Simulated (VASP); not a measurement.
Set up this calculation in VASP 6.6.1, as the native input.

| Item | Value |
| --- | --- |
| Task | single point |
| Functional | PBE |
| Potentials or basis | VASP PAW PBE potentials, release 64 (Cd, Te) |
| Cutoff | 520 eV |
| k mesh | 12 × 12 × 12 |
| Occupations | gaussian, width 0.02 eV |
| Spin | no spin polarisation |
| Further INCAR settings | ALGO = Normal; EDIFF = 1e-07 |

The structure of CdTe lies in POSCAR:

```
CdTe
1.0
    0.0000000000      3.2050000000      3.2050000000
    3.2050000000      0.0000000000      3.2050000000
    3.2050000000      3.2050000000      0.0000000000
Cd Te
1 1
Direct
    0.0000000000      0.0000000000      0.0000000000
    0.2500000000      0.2500000000      0.2500000000
```

The input as run:

INCAR

```
SYSTEM = CdTe
PREC = Accurate
ENCUT = 520
EDIFF = 1E-7
ISMEAR = 0
SIGMA = 0.02
LREAL = .False.
LASPH = .True.
NELM = 60
ALGO = Normal
ISIF = 2
LWAVE = .False.
LCHARG = .False.
GGA = PE
```

KPOINTS

```
regular mesh
0
Gamma
  12 12 12
  0 0 0
```

Potentials or basis: VASP PAW PBE potentials, release 64 (Cd, Te).

Run with:

```bash
$ cat potpaw_PBE.64/Cd/POTCAR potpaw_PBE.64/Te/POTCAR > POTCAR
$ mpirun -np 1 vasp_std > vasp.out
```

Results of the run:

The pressure is 4.4 GPa. The band gap on the k mesh is 0.87 eV, direct.

Caveat: spin-orbit coupling is left out, which moves the levels of the heavy elements.

It took 24 s on 1 thread of Intel(R) Xeon(R) 6975P-C (Granite Rapids), on a shared host, peak memory 0.25 GiB.
